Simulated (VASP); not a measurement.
The system is BN (Qingsongite).

```xyz
2
Lattice="0.0000 1.8033 1.8033 1.8033 0.0000 1.8033 1.8033 1.8033 0.0000" Properties=species:S:1:pos:R:3 pbc="T T T"
B     0.0000    0.0000    0.0000
N     0.9017    0.9017    0.9017
```

Program: VASP 6.6.1. Alike in all runs: task band structure; potentials or basis VASP PAW PBE potentials, release 64 (B, N); no spin polarisation; cell as given; k mesh 8 × 8 × 8; cutoff (eV) 520; smearing gaussian 0.03 eV.

Problem. Order these runs on this cell by their band gap on the k mesh, lowest first.
A. level HSE06; screening parameter 0.2 1/A
B. level PBE
C. level PBE0; exchange at q = 0 truncated
D. level PBE-EpsX; exchange at q = 0 truncated; share of exact exchange 0.2175

Solution. B (4.47 eV), A (5.81 eV), D (6.27 eV), C (6.55 eV).

